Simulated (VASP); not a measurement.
Given:

```xyz
5
Lattice="3.7787 0.0000 0.0000 0.0000 3.7787 0.0000 0.0000 0.0000 3.7787" Properties=species:S:1:pos:R:3 pbc="T T T"
La     0.0000     0.0000     0.0000
Al     1.8894     1.8894     1.8894
O      1.8894     0.0000     1.8894
O      0.0000     1.8894     1.8894
O      1.8894     1.8894     0.0000
```

Computed with SCAN meta-GGA, VASP's PBE PAW potentials (set 64) (plane waves; VASP). Numerical set-up: 520 eV cut-off, 7×7×7 Γ-centred mesh, tetrahedra with Blöchl corrections, potentials La Al O.

Problem. Give the energies of bands 8 to 19 at the high-symmetry points, in eV from the valence-band maximum.

Solution. 
```csv
band,Γ,X,M,R
8,-4.51,-4.83,-5.81,-7.64
9,-4.51,-4.83,-4.47,-2.45
10,-4.51,-3.89,-3.74,-2.45
11,-1.50,-2.69,-2.79,-2.45
12,-1.50,-2.49,-2.79,-1.54
13,-1.50,-1.70,-1.57,-1.54
14,-0.12,-1.70,-1.34,0.00
15,-0.12,-1.12,-1.34,0.00
16,-0.12,-1.12,-0.04,0.00
17,4.02,5.09,5.12,5.28
18,4.02,5.28,5.12,5.28
19,5.47,5.43,5.47,5.28
```

The gap is indirect, 4.02 eV, from the valence maximum at R to the conduction minimum at Γ.

The compound is LaAlO3 in the cubic perovskite structure, the ideal cubic form; the compound distorts at low or room temperature. It was relaxed first.
